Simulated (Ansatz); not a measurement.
The system is TaN.

```
CELL_PARAMETERS angstrom
2.92177 0.00000 0.00000
-1.46088 2.53033 0.00000
0.00000 0.00000 5.91652
ATOMIC_POSITIONS crystal
Ta 0.00000 0.00000 0.50000
Ta 0.00000 0.00000 0.00000
N 0.33333 0.66667 0.25000
N 0.66667 0.33333 0.75000
```

The cell comes from a database or a generator and needn't be the stable form of this composition.

```yaml
Program: Ansatz 0.2.0
Task: relaxation of cell and atoms
Functional: LDA
Potentials_or_basis: Ansatz PAW
Cutoff: "420 eV (not typed: the program's choice for these potentials)"
k_mesh: 10 × 10 × 5
Occupations: fermi-dirac, width 0.05 eV
Spin: no spin polarisation
```

At the start: volume 10.94 Å³/atom.

Question: Where does the relaxation end?

Answer: It ends after 8 steps and the volume is 10.40 Å³/atom (-4.9 %); space group P6_3/mmc (No. 194, to 0.05 Å).

Step by step:
```csv
step,energy change (eV),largest force (eV/Å),volume (Å³)
1,0.0000,0.0000,43.74
2,-0.0542,0.0000,40.17
3,-0.1216,0.0000,41.68
4,-0.1248,0.0000,41.64
5,-0.1249,0.0000,41.61
6,-0.1187,0.0000,41.61
7,-0.1188,0.0000,41.59
8,-0.1187,0.0000,41.59
```

Final structure:
```xyz
4
Lattice="2.8731 0.0000 0.0000 -1.4365 2.4882 0.0000 0.0000 0.0000 5.8174" Properties=species:S:1:pos:R:3 pbc="T T T"
Ta    0.0000    0.0000    2.9087
Ta    0.0000    0.0000    0.0000
N     0.0000    1.6588    1.4544
N     1.4365    0.8294    4.3631
```

Caveat: the plane-wave basis is chosen anew once the cell has moved, so the energies of steps on either side of that aren't comparable; the pressure holds a Pulay correction of +0.6 GPa for the finite cutoff; the PAW data sets come from PBE, with cores solved anew for the run's functional, which leaves a small shift of forces and pressure.
